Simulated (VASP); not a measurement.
## SiNi: relaxation of the atoms with LDA

SiNi:

```
Si Ni
1.0
     4.46213    0.00000    0.00000
     0.00000    4.46213    0.00000
     0.00000    0.00000    4.46213
Si Ni
4 4
Cartesian
  2.9168 0.6858 1.5453
  0.6858 1.5453 2.9168
  1.5453 2.9168 0.6858
  3.7764 3.7764 3.7764
  1.5650 3.7961 2.8971
  3.7961 2.8971 1.5650
  2.8971 1.5650 3.7961
  0.6660 0.6660 0.6660
```

The cell is a database's computed one.

The cell isn't the ideal one: a relaxed cell with its volume scaled by 1.02.

```
Program                : VASP 6.6.1
Task                   : relaxation of the atoms
Functional             : LDA
Potentials or basis    : VASP PAW LDA potentials, release 64 (Si, Ni)
Cutoff                 : 600 eV
k mesh                 : 8 × 8 × 8
Occupations            : methfessel-paxton, width 0.1 eV
Spin                   : no spin polarisation
Further INCAR settings : ALGO = Normal; EDIFF = 1e-07; IBRION = 2; EDIFFG = -0.01; NSW = 40
```

| Quantity | Value |
| --- | --- |
| Energy gained by relaxing | 0.0 meV/atom |
| Ionic steps | 3 |
| Pressure after relaxing | -4.0 GPa |
| Largest force after relaxing | 0.006 eV/Å |
| Band gap on the k mesh | none (metal or under the smearing width) |

Forces in eV/Å, atoms in the order of the input:
```
Si  -0.004 -0.004  0.004
Si  -0.004  0.004 -0.004
Si   0.004 -0.004 -0.004
Si   0.004  0.004  0.004
Ni   0.002  0.002 -0.002
Ni   0.002 -0.002  0.002
Ni  -0.002  0.002  0.002
Ni  -0.002 -0.002 -0.002
```

The path:
```tsv
step	energy change (eV)	largest force (eV/Å)	pressure (GPa)
1	0.0000	0.0195	-4.06
2	-0.0001	0.0153	-4.04
3	-0.0002	0.0065	-3.99
```

Final structure:
```
CELL_PARAMETERS angstrom
4.46213 0.00000 0.00000
0.00000 4.46213 0.00000
0.00000 0.00000 4.46213
ATOMIC_POSITIONS crystal
Si 0.65392 0.15392 0.34608
Si 0.15392 0.34608 0.65392
Si 0.34608 0.65392 0.15392
Si 0.84608 0.84608 0.84608
Ni 0.35120 0.85120 0.64880
Ni 0.85120 0.64880 0.35120
Ni 0.64880 0.35120 0.85120
Ni 0.14880 0.14880 0.14880
```

Levels at points of the mesh, in eV from the Fermi level:
```tsv
k point	band 24	band 25	band 26	band 27	band 28	band 29	band 30	band 31	band 32	band 33
(0.00, 0.00, 0.00)	-2.35	-1.66	-1.66	-1.66	1.05	1.05	1.05	1.44	1.44	2.08
(0.50, 0.00, 0.00)	-2.20	-2.05	-2.05	-0.62	-0.62	-0.18	-0.18	2.84	2.84	2.96
(0.50, 0.50, 0.00)	-2.51	-1.57	-1.57	-0.99	-0.99	0.38	0.38	0.91	0.91	3.98
(0.50, 0.50, 0.50)	-2.75	-1.83	-1.83	-1.83	-1.83	4.29	4.29	4.29	4.29	4.61
```

Run time: 30 s on 4 MPI ranks on Intel(R) Xeon(R) 6975P-C (Granite Rapids), with other jobs on the host, peak memory 0.26 GiB a rank.

Spin polarisation is off, so any magnetic state and its effect on volume and gap are missing.
